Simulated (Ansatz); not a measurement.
TePt in Ansatz: the effect of Hubbard term

The system is TePt.

```
CELL_PARAMETERS angstrom
1.98157 1.14406 6.66103
-1.98157 1.14406 6.66103
0.00000 -2.28812 6.66103
ATOMIC_POSITIONS crystal
Pt 0.12967 0.12967 0.12967
Pt 0.87033 0.87033 0.87033
Te 0.40200 0.40200 0.40200
Te 0.59800 0.59800 0.59800
```

Alike in all runs:

```yaml
Program: Ansatz 0.2.0
Task: band structure
Functional: PBEsol
Potentials_or_basis: Ansatz PAW
Cutoff: 420 eV
Density_cutoff: 1680 eV
k_mesh: 8 × 8 × 8
Occupations: fermi-dirac, width 0.05 eV
Spin: no spin polarisation
Path: "[[\"G\", \"L\", \"B1\"], [\"B\", \"Z\", \"G\", \"X\"], [\"Q\", \"F\", \"P1\", \"Z\"], [\"L\", \"P\"]]"
Points_for_each_segment_of_the_path: 14
Hubbard_projectors: ortho-atomic (the default)
Double_counting: fll (the default)
```

One run gave: pressure -0.4 GPa; largest force 0.18 eV/Å. Which Hubbard term did it use?
A. Pt d U = 4 eV
B. Pt d U = 8 eV
C. Pt d U = 6 eV
D. Pt d U = 2 eV
E. Pt d U = 5 eV

D.

```csv
Hubbard term,pressure (GPa),largest force (eV/Å)
Pt d U = 1 eV,-0.4,0.19
Pt d U = 2 eV,-0.4,0.18
Pt d U = 3 eV,-0.4,0.17
Pt d U = 4 eV,-0.3,0.15
Pt d U = 5 eV,-0.2,0.15
Pt d U = 6 eV,-0.1,0.17
Pt d U = 8 eV,0.3,0.22
```

Caveats: U without spin polarisation on a metal has little footing; the PAW data sets come from PBE, with cores solved anew for the run's functional, which leaves a small shift of forces and pressure; the U is typed as a test and isn't derived for this compound.

Not every run made on this cell is shown here.
